**Q:** A population analysis of metallic titanium reports 0.84 electron in the outer s shell. The free atom has two. Has titanium lost an electron?

**A:** Look at the d shell before you decide. Here are titanium and four other transition metals, each with one atom M in a simple cubic cell.

Ansatz 0.2.0, all-electron LAPW with PBE, scalar-relativistic and without spin polarization, for simple cubic transition metals (space group Pm-3m, one atom M per cell) in fixed cells relaxed beforehand with PAW. Fermi-Dirac smearing is 0.03 to 0.08 eV. The s and d electrons are Loewdin populations of the free atom's outermost s and d shells.

```tsv
element	Z	group	period	volume (Å³/atom)	shortest distance from M (Å)	outer s electrons on M (e)	outer d electrons on M (e)
Ti	22	4	4	18.41	2.64	0.84	3.09
Mo	42	6	5	17.68	2.60	0.72	5.32
Ru	44	8	5	15.84	2.51	0.75	7.25
Rh	45	9	5	16.31	2.54	0.78	8.20
Ta	73	5	6	20.61	2.74	0.89	4.11
```

Titanium has 3.09 outer d electrons, where the free atom has two. What is missing in s turns up in d. The two together make 3.93, close to the four valence electrons that group 4 stands for.

**Q:** Is that sum close to the group number for the other metals too?

**A:** Yes, within 0.07 electron in all five rows. There is a simple reason. Every atom in such a crystal is equivalent to its neighbours, so none can take charge from another, and each must keep its own valence electrons. The sum is therefore mostly bookkeeping, up to the few hundredths of an electron that the projection loses or shifts between shells, and it is the division between s and d that has to be explained.

**Q:** There is no column for valence p electrons. Surely a metal has some?

**A:** It has waves that look p-like when seen from one atom. The projection offers no empty p shell to hold them, but for most wave vectors s and d orbitals on the neighbouring atoms can be combined into a similar wave. That is probably how a set without valence p can still account for almost every electron. The price is that some of what is called s or d here would be called p in another analysis.

**Q:** Then how do I estimate the division without a computer?

**A:** Read down the s column. It stays between 0.72 and 0.89, while the d column runs from about three to about eight. So treat the s share as a constant, take the rounded mean of the five rows, and give the rest to d:

$$n_s \approx 0.8, \qquad n_d \approx G - 0.8$$

Here $n_s$ and $n_d$ are the outer s and d electrons on M, and $G$ is the group number.

**Q:** Let me try molybdenum. It is in group 6, so I put 0.8 electron in s and $6 - 0.8 = 5.2$ in d.

**A:** The table has 0.72 and 5.32. The rule is 0.12 electron too low for d, which is about two per cent of the d count. That is its largest d error in the table, so you have seen it at its worst.

**Q:** And titanium gives $4 - 0.8 = 3.2$ against 3.09, now a little too high.

**A:** Compare that with what the free atom would have told you. Two d electrons would be too low by 1.09, ten times the error of the rule. Both of your examples helped to set the constant, though, so they illustrate the rule more than they test it.

**Q:** Why should the s share be nearly constant? I would have guessed two s electrons for titanium and tantalum, and one for the others, as in the free atoms.

**A:** Because in the solid the s electrons no longer sit in an atomic level. The s orbitals reach far out and overlap strongly with those of the neighbours, so they spread into a broad band. Its lower part is bonding and lies well below the Fermi level, the energy up to which states are filled. Its upper part is antibonding and lies above it. Such a band is neither empty nor full, whatever the free atom had.

**Q:** Can I see this in the calculation, or is it only a picture?

**A:** You can see the bottom of the band directly and place its top. At the centre of the Brillouin zone, cubic symmetry keeps s and d apart: the d levels form a doublet and a triplet, and the single level at the bottom is the s level. It lies 5.7 eV below the Fermi level in titanium, 6.4 eV in molybdenum, 7.1 eV in ruthenium, 6.7 eV in rhodium and 7.2 eV in tantalum. At the corner of the zone, symmetry separates s and d again. There two bands peak together, 6.3 eV above the Fermi level in molybdenum and 2.4 eV in rhodium, as expected of the d doublet, which is bonding at the centre and antibonding at the corner. Only three valence bands lie below them, as many as the d triplet needs, so the antibonding s level should lie higher still and be empty. In between, s and d mix, and I have no s and d weights of the single states.

**Q:** Does a depth of 6 or 7 eV tell me how many electrons the band holds?

**A:** Roughly. Treat the band as free electrons filled to a depth $W$ in the volume $V$ of one atom:

$$k = \frac{\sqrt{2mW}}{\hbar}, \qquad N = \frac{V k^3}{3\pi^2}$$

Here $m$ is the electron mass, $k$ the largest wave number reached and $N$ the number of electrons. For titanium, $k$ is about 1.2 per angstrom and $N$ comes out at 1.1.

**Q:** So about one electron, with no reference to the free atom. Could I use this formula in place of the constant 0.8?

**A:** No, it is good for the order of magnitude only. It gives 1.3 for both molybdenum and rhodium, 1.4 for ruthenium and 1.8 for tantalum, which is twice the s count in the table. Titanium comes out lowest, while the table gives it the second largest s share. The formula ignores that the s band crosses the d bands, where states change from s to d character. It also counts p-like waves along with s, and its $k$ already reaches past the face of the Brillouin zone, where a single free band ends. It makes an answer of the order of one plausible, and the table has to supply the 0.8.

**Q:** And when I move one group to the right, why does the new electron go into d?

**A:** The d orbitals are more compact and overlap less, so their five bands are narrower than the s band, though still several eV wide. Together they offer many more states per electronvolt. Most of the new electron therefore finds room in d, while the filling of the s band hardly changes. The added nuclear charge also pulls the d levels down, because d electrons screen each other poorly from the nucleus. Within one period you can watch the result: from molybdenum to rhodium, three groups on, d gains 2.88 electrons and s only 0.06.

**Q:** How far can I trust the rule over the whole table?

**A:** The typical error, as a root mean square, is 0.09 electron for d and 0.06 for s. If the constant for each metal is taken from the s column of the other four, the d error rises only to 0.10. The small errors for s and d aren't two separate successes, though: since s and d nearly add up to the group number, too much in one mostly means too little in the other. A straight line through the five d counts, with its slope left free, predicts a left-out row no better; the output after this text lists the error of every row.

**Q:** An error near 0.1 electron is small for d. For s the largest miss, 0.09, is about a tenth of the whole.

**A:** That is the practical limit of the rule. It can tell you that a metal has about five d electrons and not four. It can't tell you which of two metals has more s electrons, because it gives them all the same number.

**Q:** Does it work right across the transition metals?

**A:** Try copper, in group 11.

**Q:** $11 - 0.8 = 10.2$. But a d shell holds only ten.

**A:** So the rule has to break down there. In copper, silver and gold the d bands are full or nearly so, and at least one electron per atom must sit outside them. The division is then set by the full d shell and no longer by the balance between a broad s band and narrower, partly filled d bands. The table stops at group 9, so it doesn't show how the change sets in. It also has no metal before group 4, and spin was switched off in all runs, so scandium and magnetic metals such as iron are untested. And the five rows are a selection: failed runs and some with graver warnings, among others, were left out.

**Q:** And titanium in its oxide?

**A:** There the first step fails. Oxygen draws electrons away, the metal site is no longer neutral, and the sum of s and d need not equal the group number. For that comparison the metal is a better reference than the free atom, provided both are analysed with the same projection. If you start from the free atom instead, you may mistake the low s count, which the pure metal already has, for charge lost to oxygen.

**Q:** These metals aren't simple cubic in reality. Does the 0.8 carry over to their real structures?

**A:** The reasoning does, because it needs only equivalent atoms, a broad s band and a partly filled d band. The constant itself may shift, since the number and distance of the neighbours change the width of both bands. Nothing here measures by how much.

**Q:** One thing still bothers me. Titanium and tantalum have the largest s shares, and they are also the two whose free atoms have two s electrons. Is that a memory of the atom?

**A:** Not necessarily. Early transition metals may really keep a little more s, because their d levels lie higher; that would be a property of the metal and no memory. The table supports this only in part, though: from molybdenum to rhodium the s share rises slightly, where this reason alone would make it fall, and at the zone centre the five d levels lie on average 7.5 eV above the s level in titanium against 7.1 eV in molybdenum, a small difference. The two metals are also the only rows outside period 5 and have the largest volumes, so five rows can't separate these causes. In tantalum, relativity is expected to lower the outer s level, an effect the scalar-relativistic runs include. Or the projection may favour s there, because its orbitals come from the free atoms and their shape depends on the atomic configuration. For tantalum, spin-orbit coupling is also missing, and its effect on the populations is untested. To decide, you would project the same wavefunctions twice, onto orbitals from an atom with two s electrons and from one with a single s electron, and see whether the excess of about 0.1 electron survives.

The analysis program printed:

```
Rule and free atom against the table (electrons):
  row  s plus d  sum less group  d by rule  rule less table d  rule less table s  d in free atom  atom less table d
   Ti      3.93           -0.07        3.2               0.11              -0.04               2              -1.09
   Mo      6.04            0.04        5.2              -0.12               0.08               5              -0.32
   Ru         8               0        7.2              -0.05               0.05               7              -0.25
   Rh      8.98           -0.02        8.2                  0               0.02               8               -0.2
   Ta         5               0        4.2               0.09              -0.09               3              -1.11
Mean outer s population (e): 0.796
Mean filling of an s band that holds two (percent): 39.8
Rms miss of the rule for d (e): 0.08614
Largest miss of the rule for d (e): 0.12
Rms miss of the rule for s (e): 0.06164
Largest miss of the rule for s (e): 0.09
Rms miss for d with the constant from the s column of the other four rows (e): 0.101
Rms miss of free-atom d counts (e): 0.7246
Rms miss of the whole-number rule d as group less 1 (e): 0.2122
Rise of d from Mo to Rh over three groups (e): 2.88
Change of s from Mo to Rh (e): 0.06
fit of n_d on 5 rows: constant -0.963 +/- 0.15, coefficient of group 1.025 +/- 0.023; rms 0.0729, worst Mo -0.136, leave-one-out rms 0.114
Depth of the s band bottom below the Fermi level in Ti (eV): 5.662
Depth of the s band bottom below the Fermi level in Mo (eV): 6.378
Depth of the s band bottom below the Fermi level in Rh (eV): 6.726
Free-electron filling of that depth in Ti, order of magnitude (e): 1.126
Free-electron filling of that depth in Mo, order of magnitude (e): 1.293
Free-electron filling of that depth in Rh, order of magnitude (e): 1.292
d count that the rule would ask for at group 11, more than the shell holds (e): 10.2
```
